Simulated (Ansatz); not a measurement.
InPd in Ansatz: the effect of functional

InPd:

```
In Pd
1.0
     3.27188    0.00000    0.00000
     0.00000    3.27188    0.00000
     0.00000    0.00000    3.27188
In Pd
1 1
Cartesian
  0.0000 0.0000 0.0000
  1.6359 1.6359 1.6359
```

The cell comes from a database or a generator and needn't be the stable form of this composition.

Alike in all runs:

```yaml
Program: Ansatz 0.2.0
Task: band structure
Potentials_or_basis: all-electron LAPW, scalar-relativistic
Cutoff: 250 eV (chosen from the basis error)
Basis_error_allowed: 0.001 eV/atom
k_mesh: 8 × 8 × 8
Occupations: fermi-dirac, width 0.05 eV
Spin: no spin polarisation
```

```tsv
functional	pressure (GPa)
LDA	-7.0
PBEsol	-3.0
RPBE	?
revPBE	6.1
BLYP	11.4
```

**Question.** What does the run with functional RPBE give?

**Answer.** Pressure 7.1 GPa.

Runs at the PBE level aren't shown here.
